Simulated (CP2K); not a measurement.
Runs of CP2K 2026.2 on HfC. It takes space group Fm-3m (No. 225, cubic). Conventional cell: a = 4.650 Å, b = 4.650 Å, c = 4.650 Å, α = 90.00°, β = 90.00°, γ = 90.00°. Hf (site symmetry m-3m) has 6 C at 2.32 Å as nearest neighbours. C (site symmetry m-3m) has 6 Hf at 2.32 Å as nearest neighbours. 

```tsv
level	cutoff of the non-local correlation (Ry)	gap on the mesh (eV)	pressure (GPa)
HLE16	-	none	-45.0
optB88-vdW	300	none	-1.0
PBEsol	-	none	(b)
LDA	-	none	-9.1
PBE	-	none	-1.6
OLYP	-	none	(a)
TPSS	-	none	-1.3
```

Alike in all rows: task single point; potentials or basis POTENTIAL_UZH Hf GTH-PBE-q12, C GTH-PBE-q4; TZVP-MOLOPT-PBE-GTH basis; no spin polarisation; cell as given; k mesh 10 × 10 × 10; smearing fermi-dirac 0.05 eV.

Question: Estimate the missing entries.

Answer: (a) -5.4; (b) -6.5.

Caveats: the basis of atomic orbitals isn't converged, which shifts pressures, moduli and gaps; the potentials were made for another functional, which shifts forces and pressure (some runs); the potentials were made for a functional far from this one (some runs); the cell as given lies far from equilibrium (some runs).

A k mesh can miss the band edges, and the runs leave out spin-orbit coupling on Hf.

A gap of «none» marks a metal or a gap under the smearing width.
